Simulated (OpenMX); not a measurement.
# Pb: band structure with LDA-PW92

Pb:

```
CELL_PARAMETERS angstrom
-2.05047 1.98075 1.95247
2.04282 -2.00440 1.96848
1.99079 1.94472 -1.97613
ATOMIC_POSITIONS crystal
Pb 0.00000 0.00000 0.00000
```

The cell isn't the ideal one: cell strained at random at fixed volume.

```yaml
Program: OpenMX 3.8.5
Task: band structure
Functional: LDA-PW92
Potentials_or_basis: OpenMX 2013 LDA set, Pb8.0-s3p2d2, grid cutoff 500 Ry
k_mesh: 7 × 7 × 7
Occupations: fermi-dirac, width 0.05 eV
Spin: non-collinear spin, random start, moments held on the sites
Starting_moments: "[[-0.187, 0.288, 0.416]] μB"
Spin_constraint: directions and sizes
Mixing_scheme: rmm-diisk
SCF_threshold: 1e-07 Ha
Solver: band
Max_SCF_cycles: 100
Constraint_strength: 1 eV
```

```json
{
 "Band gap along the path": "none (metal or under the smearing width)",
 "Net moment": "0.20 μB per cell"
}
```

Levels at the corners of the path, in eV from the Fermi level:
```csv
point,band 9,band 10,band 11,band 12,band 13,band 14,band 15,band 16
X,-16.17,-16.01,-8.32,-7.53,-4.41,-3.59,3.06,3.88
Γ,-16.16,-16.15,-12.05,-11.25,6.70,7.04,7.36,7.50
Y|L,-16.16,-16.03,-8.55,-7.76,-4.47,-3.65,3.32,4.13
Γ,-16.16,-16.15,-12.05,-11.25,6.70,7.04,7.36,7.50
Z|N,-16.16,-16.02,-8.38,-7.59,-4.43,-3.61,3.05,3.87
Γ,-16.16,-16.15,-12.05,-11.25,6.70,7.04,7.36,7.50
M|R,-16.16,-16.01,-8.30,-7.51,-4.38,-3.55,2.83,3.63
Γ,-16.16,-16.15,-12.05,-11.25,6.70,7.04,7.36,7.50
```

Moments on the atoms (μB; x, y, z):
```
Pb  -0.07  0.10  0.15
```

Run time: 100 s on 1 thread of Arm Neoverse V1 (shared host), peak memory 0.79 GiB.

Caveat: spin-orbit coupling is left out, which moves the levels of the heavy elements; the basis of atomic orbitals isn't converged, which shifts pressures, moduli and gaps.
